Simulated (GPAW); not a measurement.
# CdS (Greenockite) (P6_3mc) in GPAW: further runs

The runs below take CdS (Greenockite) through equation of state, band structure, with PBE.

All numbers are computed with GPAW 26.7.0; they aren't measurements. Logs are shortened: lines on timing, memory, paths and dates and some standing lists are left out, and cuts for length are marked. The log counts tension as positive stress, the text compression.

**Experimental background.**

From “Isotope dependence of band-gap energy”, 2008, arxiv:0807.2152, for a bulk crystal of CdS: band gap 2.5809 ± 0.0002 eV.

How close the calculation comes is told below.

## Step 1: The crystal as given

It takes space group P6_3mc (No. 186, hexagonal). Conventional cell: a = 4.150 Å, b = 4.150 Å, c = 6.737 Å, α = 90.00°, β = 90.00°, γ = 120.00°. Around Cd (site symmetry 3m) lie 4 S at 2.53 to 2.54 Å. Around S (site symmetry 3m) lie 4 Cd at 2.53 to 2.54 Å.

## Step 2: Equation of state, PBE

run.py reads:

```python
from ase import Atoms
from ase.eos import EquationOfState
from ase.io import Trajectory
from ase.units import GPa
from gpaw import GPAW

atoms = Atoms(['Cd', 'Cd', 'S', 'S'],
              cell=[[4.15, 0.0, 0.0],
                    [-2.075, 3.5940054257, 0.0],
                    [0.0, 0.0, 6.737]],
              scaled_positions=[[0.6666666667, 0.3333333333, 0.5],
                                [0.3333333333, 0.6666666667, 0.0],
                                [0.6666666667, 0.3333333333, 0.875],
                                [0.3333333333, 0.6666666667, 0.375]],
              pbc=True)

traj = Trajectory('eos.traj', 'w')
volumes, energies = [], []
for x in [0.94, 0.96, 0.98, 1.0, 1.02, 1.04, 1.06]:
    a = atoms.copy()
    a.set_cell(atoms.cell * x**(1 / 3), scale_atoms=True)
    calc = GPAW(mode='lcao',
                h=0.18,
                basis='sz(dzp)',
                xc='PBE',
                kpts={'size': (5, 5, 3), 'gamma': True},
                occupations={'name': 'fermi-dirac', 'width': 0.05},
                convergence={'density': 1e-05, 'energy': 1e-05},
                maxiter=150,
                txt=f'eos-{x:.2f}.txt')
    a.calc = calc
    energies.append(a.get_potential_energy(force_consistent=True))
    volumes.append(a.get_volume())
    calc.write(f'eos-{x:.2f}.gpw')
    traj.write(a)
    print(f'{x:.2f} {volumes[-1]:10.4f} A^3 {energies[-1]:14.6f} eV', flush=True)

v0, e0, B = EquationOfState(volumes, energies, eos='birchmurnaghan').fit()
print(f'V0 = {v0:.4f} A^3, E0 = {e0:.6f} eV, B0 = {B / GPa:.2f} GPa')
```

Potentials or basis: GPAW PAW data sets (gpaw-data 1.2.1), lcao:sz(dzp).

On the command line:

```console
$ OMP_NUM_THREADS=1 python run.py
```

The log of the run:

```text
__  _  _
 | _ |_)|_||  |
 |__||  | ||/\| - 26.7.0

Input parameters:
  mode=LCAO(),
  basis={'default': 'sz(dzp)'},
  convergence={'density': 1e-05, 'energy': 1e-05},
  h=0.18,
  kpts=MonkhorstPack(size=(5, 5, 3), gamma=True),
  maxiter=150,
  occupations=Occupations(name='fermi-dirac', width=0.05),
  xc=XC(name='PBE')

            S

            Cd
        S

        Cd

Atoms  # Å, Bohr magnetons
|   | symbol |         x |        y |        z |    initial magnetic moments |
|---|--------|-----------|----------|----------|-----------------------------|
| 0 |     Cd |  2.032641 | 1.173546 | 3.299736 | ( 0.0000,  0.0000,  0.0000) |
| 1 |     Cd | -0.000000 | 2.347092 | 0.000000 | ( 0.0000,  0.0000,  0.0000) |
| 2 |      S |  2.032641 | 1.173546 | 5.774538 | ( 0.0000,  0.0000,  0.0000) |
| 3 |      S | -0.000000 | 2.347092 | 2.474802 | ( 0.0000,  0.0000,  0.0000) |

Unit cell  # Å
| periodic |         x |        y |        z |  lengths |     angles |
|----------|-----------|----------|----------|----------|------------|
|      yes |  4.065282 | 0.000000 | 0.000000 | 4.065282 |  90.000000 |
|      yes | -2.032641 | 3.520638 | 0.000000 | 4.065282 |  90.000000 |
|      yes |  0.000000 | 0.000000 | 6.599472 | 6.599472 | 120.000000 |

Number of symmetries: 6
Symmetry operations  # r_c * U_cc + t_c -> r_c
|   | kind |            matrix            |
|---|------|------------------------------|
| 0 |  σ   |  1, 1, 0,  0,-1, 0,  0, 0, 1 |
| 1 |  E   |  1, 0, 0,  0, 1, 0,  0, 0, 1 |
| 2 |  C3  |  0, 1, 0, -1,-1, 0,  0, 0, 1 |
| 3 |  σ   |  0,-1, 0, -1, 0, 0,  0, 0, 1 |
| 4 |  σ   | -1, 0, 0,  1, 1, 0,  0, 0, 1 |
| 5 |  C3  | -1,-1, 0,  1, 0, 0,  0, 0, 1 |

BZ-sampling:
  Number of BZ points: 75
  Number of IBZ points: 12

  Monkhorst-Pack size: [5, 5, 3]
  Monkhorst-Pack shift: [0, 0, 0]

K-points  # in reciprocal-cell coordinates
|     |                                coordinates |     weight |
|-----|--------------------------------------------|------------|
|   0 | (  0.00000000,   0.00000000,   0.00000000) | 0.01333333 |
|   1 | (  0.00000000,   0.00000000,   0.33333333) | 0.02666667 |
|   2 | (  0.20000000,   0.00000000,  -0.33333333) | 0.08000000 |
|   3 | (  0.20000000,   0.00000000,   0.00000000) | 0.08000000 |
|   4 | (  0.20000000,   0.00000000,   0.33333333) | 0.08000000 |
|   5 | (  0.40000000,  -0.20000000,   0.00000000) | 0.08000000 |
|   6 | (  0.40000000,  -0.20000000,   0.33333333) | 0.16000000 |
|   7 | (  0.40000000,   0.00000000,  -0.33333333) | 0.08000000 |
|   8 | (  0.40000000,   0.00000000,   0.00000000) | 0.08000000 |
|   9 | (  0.40000000,   0.00000000,   0.33333333) | 0.08000000 |
| ... |                                            |            |
|  11 | (  0.40000000,   0.40000000,   0.33333333) | 0.16000000 |

basis functions: 26
Spin-components: 1 (collinear spins)
Bands:           26
Projectors:      22
Spin-degeneracy: 2
Datatype:        <class 'complex'>

Parallelization:
  kpt:    1
  domain: 1
  band:   1

Density:
  Valence electrons: 36.0
  Components: 1
  Grid points: [20 20 36]
  Charge: 0.0  # |e|

Potential:
  Grid points: [20 20 36]

species:
  Cd:
    name:    Cadmium
    Z:       48.0
    valence: 12
    core:    36
    charge:  0.0  # [|e|]
    compensation charges:
      type: gauss
      rc: 0.38  # [Å]
      lmax: 2
    cutoffs:
      filter: 2.12  # [Å]
      core: 2.62  # [Å]
    projectors
    | kind |    occ | energy [eV] | rcut [Å] |
    |------|--------|-------------|----------|
    |   5s |  2.000 |      -5.655 |    1.191 |
    |   5p |  0.000 |      -1.186 |    1.228 |
    |   4d | 10.000 |     -11.739 |    1.164 |
    |    s |        |      21.556 |    1.191 |
    |    p |        |      26.026 |    1.228 |
    |    d |        |      15.473 |    1.164 |

    LCAO basis set for Cd:
      Name: sz(dzp)
      File: <dir>
      Number of radial functions: 3
      Number of spherical harmonics: 9
        l=0, rc=8.5781 Bohr: 5s-sz confined orbital
        l=1, rc=12.6406 Bohr: 5p-sz confined orbital
        l=2, rc=4.9062 Bohr: 4d-sz confined orbital
      Number of RI-basis functions 0

  S:
    name:    Sulfur
    Z:       16.0
    valence: 6
    core:    10
    charge:  0.0  # [|e|]
    compensation charges:
      type: gauss
      rc: 0.24  # [Å]
      lmax: 2
    cutoffs:
      filter: 1.77  # [Å]
      core: 1.66  # [Å]
    projectors
    | kind |    occ | energy [eV] | rcut [Å] |
    |------|--------|-------------|----------|
    |   3s |  2.000 |     -17.254 |    0.974 |
    |   3p |  4.000 |      -7.008 |    0.979 |
    |    s |        |       9.957 |    0.974 |
    |    p |        |      20.203 |    0.979 |
    |    d |        |       0.000 |    0.900 |

    LCAO basis set for S:
      Name: sz(dzp)
      File: <dir>
      Number of radial functions: 2
      Number of spherical harmonics: 4
        l=0, rc=5.5156 Bohr: 3s-sz confined orbital
        l=1, rc=6.9375 Bohr: 3p-sz confined orbital
      Number of RI-basis functions 0

Reference energy: -326061.476468  # eV

eigensolver:
  <gpaw.new.lcao.eigensolver.LCAOEigensolver object>
density mixing:
  MSR1-Mixer
  Pratt-step length: 0.05
  Maximum mixing coefficient: 0.75
  Old densities: 10
  SVD Regularization: 0.005
  Good broyden scale: 1.0
  Trust region scale: 1.0
  Backstep threshold: 4.0
  History deletion threshold: 6.0
  Fourier metric: weight=20.0, sigma=0.015

occupation numbers:
  Fermi-Dirac:
    width: 0.0500  # eV

FastPoissonSolver using
    Stencil: 8*3+1=25 point O(h^6) finite-difference Laplacian
    FFT axes: [np.int64(0), np.int64(1), np.int64(2)]
    FST axes: []

xc functional:
  name: PBE with 2 nearest neighbor stencil
interpolation: tri-quintic # 5. degree polynomial

            S

            Cd
        S

        Cd

Atoms  # Å, Bohr magnetons
|   | symbol |         x |        y |        z |    initial magnetic moments |
|---|--------|-----------|----------|----------|-----------------------------|
| 0 |     Cd |  2.032641 | 1.173546 | 3.299736 | ( 0.0000,  0.0000,  0.0000) |
| 1 |     Cd | -0.000000 | 2.347092 | 0.000000 | ( 0.0000,  0.0000,  0.0000) |
| 2 |      S |  2.032641 | 1.173546 | 5.774538 | ( 0.0000,  0.0000,  0.0000) |
| 3 |      S | -0.000000 | 2.347092 | 2.474802 | ( 0.0000,  0.0000,  0.0000) |

Unit cell  # Å
| periodic |         x |        y |        z |  lengths |     angles |
|----------|-----------|----------|----------|----------|------------|
|      yes |  4.065282 | 0.000000 | 0.000000 | 4.065282 |  90.000000 |
|      yes | -2.032641 | 3.520638 | 0.000000 | 4.065282 |  90.000000 |
|      yes |  0.000000 | 0.000000 | 6.599472 | 6.599472 | 120.000000 |

Number of symmetries: 6
Symmetry operations  # r_c * U_cc + t_c -> r_c
|   | kind |            matrix            |
|---|------|------------------------------|
| 0 |  σ   |  1, 1, 0,  0,-1, 0,  0, 0, 1 |
| 1 |  E   |  1, 0, 0,  0, 1, 0,  0, 0, 1 |
| 2 |  C3  |  0, 1, 0, -1,-1, 0,  0, 0, 1 |
| 3 |  σ   |  0,-1, 0, -1, 0, 0,  0, 0, 1 |
| 4 |  σ   | -1, 0, 0,  1, 1, 0,  0, 0, 1 |
| 5 |  C3  | -1,-1, 0,  1, 0, 0,  0, 0, 1 |

BZ-sampling:
  Number of BZ points: 75
  Number of IBZ points: 12

  Monkhorst-Pack size: [5, 5, 3]
  Monkhorst-Pack shift: [0, 0, 0]

K-points  # in reciprocal-cell coordinates
|     |                                coordinates |     weight |
|-----|--------------------------------------------|------------|
|   0 | (  0.00000000,   0.00000000,   0.00000000) | 0.01333333 |
|   1 | (  0.00000000,   0.00000000,   0.33333333) | 0.02666667 |
|   2 | (  0.20000000,   0.00000000,  -0.33333333) | 0.08000000 |
|   3 | (  0.20000000,   0.00000000,   0.00000000) | 0.08000000 |
|   4 | (  0.20000000,   0.00000000,   0.33333333) | 0.08000000 |
|   5 | (  0.40000000,  -0.20000000,   0.00000000) | 0.08000000 |
|   6 | (  0.40000000,  -0.20000000,   0.33333333) | 0.16000000 |
|   7 | (  0.40000000,   0.00000000,  -0.33333333) | 0.08000000 |
|   8 | (  0.40000000,   0.00000000,   0.00000000) | 0.08000000 |
|   9 | (  0.40000000,   0.00000000,   0.33333333) | 0.08000000 |
| ... |                                            |            |
|  11 | (  0.40000000,   0.40000000,   0.33333333) | 0.16000000 |

basis functions: 26
Spin-components: 1 (collinear spins)
Bands:           26
Projectors:      22
Spin-degeneracy: 2
Datatype:        <class 'complex'>

Parallelization:
  kpt:    1
  domain: 1
  band:   1

Density:
  Valence electrons: 36.0
  Components: 1
  Grid points: [20 20 36]
  Charge: 0.0  # |e|

Potential:
  Grid points: [20 20 36]

species:
  Cd:
    name:    Cadmium
    Z:       48.0
    valence: 12
    core:    36
    charge:  0.0  # [|e|]
    compensation charges:
      type: gauss
      rc: 0.38  # [Å]
      lmax: 2
    cutoffs:
      filter: 2.12  # [Å]
      core: 2.62  # [Å]
    projectors
    | kind |    occ | energy [eV] | rcut [Å] |
    |------|--------|-------------|----------|
    |   5s |  2.000 |      -5.655 |    1.191 |
    |   5p |  0.000 |      -1.186 |    1.228 |
    |   4d | 10.000 |     -11.739 |    1.164 |
    |    s |        |      21.556 |    1.191 |
    |    p |        |      26.026 |    1.228 |
    |    d |        |      15.473 |    1.164 |

    LCAO basis set for Cd:
      Name: sz(dzp)
      File: <dir>
      Number of radial functions: 3
      Number of spherical harmonics: 9
        l=0, rc=8.5781 Bohr: 5s-sz confined orbital
        l=1, rc=12.6406 Bohr: 5p-sz confined orbital
        l=2, rc=4.9062 Bohr: 4d-sz confined orbital
      Number of RI-basis functions 0

  S:
    name:    Sulfur
    Z:       16.0
    valence: 6
    core:    10
    charge:  0.0  # [|e|]
    compensation charges:
      type: gauss
      rc: 0.24  # [Å]
      lmax: 2
    cutoffs:
      filter: 1.77  # [Å]
      core: 1.66  # [Å]
    projectors
    | kind |    occ | energy [eV] | rcut [Å] |
    |------|--------|-------------|----------|
    |   3s |  2.000 |     -17.254 |    0.974 |
    |   3p |  4.000 |      -7.008 |    0.979 |
    |    s |        |       9.957 |    0.974 |
    |    p |        |      20.203 |    0.979 |
    |    d |        |       0.000 |    0.900 |

    LCAO basis set for S:
      Name: sz(dzp)
      File: <dir>
      Number of radial functions: 2
      Number of spherical harmonics: 4
        l=0, rc=5.5156 Bohr: 3s-sz confined orbital
        l=1, rc=6.9375 Bohr: 3p-sz confined orbital
      Number of RI-basis functions 0

Reference energy: -326061.476468  # eV

eigensolver:
  <gpaw.new.lcao.eigensolver.LCAOEigensolver object>
density mixing:
  MSR1-Mixer
  Pratt-step length: 0.05
  Maximum mixing coefficient: 0.75
  Old densities: 10
  SVD Regularization: 0.005
  Good broyden scale: 1.0
  Trust region scale: 1.0
  Backstep threshold: 4.0
  History deletion threshold: 6.0
  Fourier metric: weight=20.0, sigma=0.015

occupation numbers:
  Fermi-Dirac:
    width: 0.0500  # eV

FastPoissonSolver using
    Stencil: 8*3+1=25 point O(h^6) finite-difference Laplacian
    FFT axes: [np.int64(0), np.int64(1), np.int64(2)]
    FST axes: []

xc functional:
  name: PBE with 2 nearest neighbor stencil
interpolation: tri-quintic # 5. degree polynomial

convergence criteria:
[... 6 lines left out ...]
|iter     | |      energy | eigst |  dens |
|---------|-|-------------|-------|-------|
|iter:   1| |  -10.116568 |      c|       |
|iter:   2| |  -10.074055 |      c| -1.27 |
|iter:   3| |   -9.882349 |      c| -1.30 |
|iter:   4| |   -9.880003 |      c| -1.95 |
|iter:   5| |   -9.879751 |      c| -2.47 |
|iter:   6| |   -9.879749c|      c| -4.02 |
|iter:   7| |   -9.879749c|      c| -4.50 |
|iter:   8| |   -9.879749c|      c| -5.60c|

Converged in 8 steps
Energy contributions relative to reference atoms: (reference = -326061.476468)

Energy contributions:
  Kinetic:          95.807579
  Coulomb:         -83.774680
  Zero:              0.209610
  External:          0.000000
  Xc:              -22.122257
  Entropy:          -0.000000
  Spinorbit:         0.000000
  ----------------------------
  Free energy:      -9.879749
  Extrapolated:     -9.879749

dipole moment: (0.000000, -0.000000, -18.120570)  # |e|*Ang

Fermi level: 4.928
Eigenvalues  # (at kpt = [0.000, 0.000, 0.000])
| band index |      eig [eV] | occ [0-2] |
|------------|---------------|-----------|
|          0 |        -8.585 |     2.000 |
|        ... |               |           |
|         10 |        -2.535 |     2.000 |
|         11 |        -2.182 |     2.000 |
|         12 |        -0.539 |     2.000 |
|         13 |         3.367 |     2.000 |
|         14 |         3.368 |     2.000 |
|         15 |         4.174 |     2.000 |
[... 8 lines left out ...]
|         24 |        13.806 |     0.000 |
|         25 |        13.807 |     0.000 |

Gap: 1.348 eV
Transition (v -> c):
  (s=0, k=0, n=17, [0.00, 0.00, 0.00]) -> (s=0, k=0, n=18, [0.00, 0.00, 0.00])
No difference between direct/indirect transitions
# Writing to eos-0.94.gpw (mode='')
```

It took 1.8 min on 1 thread of Arm Neoverse V1, shared host; peak memory 0.25 GiB.

The run converged, but some of its settings lie outside the range that counts as converged, so its numbers aren't taken as properties of the crystal.

What came out:

```yaml
Equilibrium_volume: outside the volumes run
```

Caveat: the real-space grid adds noise to forces; the basis of atomic orbitals isn't converged, which shifts pressures, moduli and gaps.

## Step 3: Band structure, PBE

run.py reads:

```python
from ase.dft.bandgap import bandgap
from ase.io import read, write
from ase.units import GPa
from gpaw import GPAW, PW, setup_paths

setup_paths.insert(0, '.')

atoms = read('CdS.cif')

calc = GPAW(mode=PW(600),
            xc='PBE',
            kpts={'size': (5, 5, 3), 'gamma': True},
            occupations={'name': 'fermi-dirac', 'width': 0.05},
            nbands=31,
            convergence={'density': 1e-05, 'energy': 1e-05},
            maxiter=150,
            txt='gpaw.txt')
atoms.calc = calc
energy = atoms.get_potential_energy()
forces = atoms.get_forces()
stress = atoms.get_stress()
calc.write('gs.gpw')
write('result.traj', atoms)
print(f'Energy: {energy:.6f} eV')
print('Forces (eV/A):')
print(forces.round(4))
print('Stress (GPa):', (stress / GPa).round(3))
print('Fermi level:', round(calc.get_fermi_level(), 4), 'eV')
print(f'Gap: {bandgap(calc)[0]:.4f} eV, direct: {bandgap(calc, direct=True)[0]:.4f} eV')

path = atoms.cell.bandpath('GMKGALHA,LM,KH', npoints=100, eps=1e-4)
bs_calc = calc.fixed_density(kpts=path, symmetry='off', nbands=51,
                             convergence={'bands': 'CBM+6.0', 'eigenstates': 1e-6}, txt='bands.txt')
bs = bs_calc.band_structure()
bs.write('bs.json')
print(f'Gap on the path: {bandgap(bs_calc)[0]:.4f} eV')
```

CdS.cif reads:

```cif
data_CdS
_cell_length_a 4.15000000
_cell_length_b 4.15000000
_cell_length_c 6.73700000
_cell_angle_alpha 90.00000000
_cell_angle_beta 90.00000000
_cell_angle_gamma 120.00000000
_space_group_name_H-M_alt 'P1'
_space_group_name_Hall 'P 1'
_space_group_IT_number 1
loop_
_space_group_symop_operation_xyz
'x,y,z'
loop_
_atom_site_label
_atom_site_type_symbol
_atom_site_symmetry_multiplicity
_atom_site_Wyckoff_symbol
_atom_site_fract_x
_atom_site_fract_y
_atom_site_fract_z
_atom_site_occupancy
Cd1 Cd 1 a 0.6666666667 0.3333333333 0.5000000000 1
Cd2 Cd 1 a 0.3333333333 0.6666666667 0.0000000000 1
S1 S 1 a 0.6666666667 0.3333333333 0.8750000000 1
S2 S 1 a 0.3333333333 0.6666666667 0.3750000000 1
```

Potentials or basis: PAW data sets generated in the run's folder for this functional, pw.

On the command line:

```console
$ gpaw-setup -f PBE Cd S
$ OMP_NUM_THREADS=1 python run.py
```

Run time: 4.1 min. Hardware: 1 thread of Intel Xeon Platinum 8175M at 2.50GHz (Skylake/Cascade Lake), shared host; peak memory 0.57 GiB.

Results (log left out):

| Item | Value |
| --- | --- |
| Free energy | -12.6673 eV |
| Pressure | 1.8 GPa |
| Largest force | 0.064 eV/Å |
| Band gap on the k mesh | 1.18 eV, direct |
| Band gap along the path | 1.18 eV, direct |

Forces in eV/Å, atoms in the order of the input:
```
Cd   0.000  0.000 -0.064
Cd   0.000  0.000 -0.064
S    0.000  0.000  0.064
S    0.000  0.000  0.064
```

Stress tensor (GPa, compression positive):
```
1.64 0.00 0.00
0.00 1.64 0.00
0.00 0.00 2.24
```

Levels at the corners of the path, in eV from the valence-band top:
```csv
point,band 14,band 15,band 16,band 17,band 18,band 19,band 20,band 21,band 22,band 23
Γ,-0.76,-0.76,-0.04,0.00,0.00,1.18,2.77,6.42,6.42,6.75
M,-3.48,-2.63,-1.86,-1.29,-0.73,3.68,3.87,5.10,6.35,6.96
K,-3.65,-3.06,-1.84,-1.84,-1.60,4.64,5.05,5.05,7.14,7.40
Γ,-0.76,-0.76,-0.04,0.00,0.00,1.18,2.77,6.42,6.42,6.75
A,-2.45,-0.40,-0.40,-0.40,-0.40,2.82,2.82,6.15,6.15,6.78
L,-4.09,-1.33,-1.33,-1.32,-1.32,3.46,3.46,5.37,5.37,7.86
H,-3.98,-2.39,-2.39,-1.12,-1.12,4.37,4.37,6.08,6.08,6.44
A,-2.45,-0.40,-0.40,-0.40,-0.40,2.82,2.82,6.15,6.15,6.78
L,-4.09,-1.33,-1.33,-1.32,-1.32,3.46,3.46,5.37,5.37,7.86
M,-3.48,-2.63,-1.86,-1.29,-0.73,3.68,3.87,5.10,6.35,6.96
K,-3.65,-3.06,-1.84,-1.84,-1.60,4.64,5.05,5.05,7.14,7.40
H,-3.98,-2.39,-2.39,-1.12,-1.12,4.37,4.37,6.08,6.08,6.44
```

## Step 4: Against experiment

Step 3. A measured gap of CdS is 2.5809 eV (quoted in “Isotope dependence of band-gap energy”, 2008, arxiv:0807.2152); the calculated 1.18 eV misses it by -1.41 eV. So large a miss can be the level of theory's own, or it may mean another phase, state or a wrong row. Spin-orbit coupling on Cd is left out. The value is that of PBE, without temperature or zero-point motion. Semilocal functionals fall short of measured gaps as a rule.
